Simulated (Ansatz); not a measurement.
Space group R-3c:H (No. 167). a = 4.759 Å, b = 4.759 Å, c = 12.995 Å, α = 90.00°, β = 90.00°, γ = 120.00°
```
atom site symmetry x y z
  Al   12c        3.  0.6667  0.3333  0.1853
   O   18e        .2  0.6397  0.6667  0.4167
```

Equation of state of this Al$_{2}$O$_{3}$ structure (not necessarily the ground state), with shape and atoms relaxed at each volume where symmetry leaves them free. Method: DFT r2SCAN, scalar-relativistic, plane waves, PAW in Ansatz 0.2.0.

Settings: cutoff 500 eV, Γ-centred mesh 6×6×6 on the computed 10-atom cell, Gaussian smearing of 0.02 eV; no spin polarisation.

| V (Å³/atom) | E − E(largest V) (meV/atom) | P (GPa) | gap on mesh (eV) |
| --- | --- | --- | --- |
| 7.986 | 4.82 | 17.90 | 7.93 |
| 8.241 | -15.81 | 8.28 | 7.53 |
| 8.496 | -22.23 | 0.00 | 7.14 |
| 8.751 | -16.40 | -7.15 | 6.77 |
| 9.006 | 0.00 | -13.31 | 6.41 |

Fit a third-order Birch–Murnaghan equation to E(V).

V0 = 8.50 Å³/atom, B0 = 256 GPa, B0' = 3.9.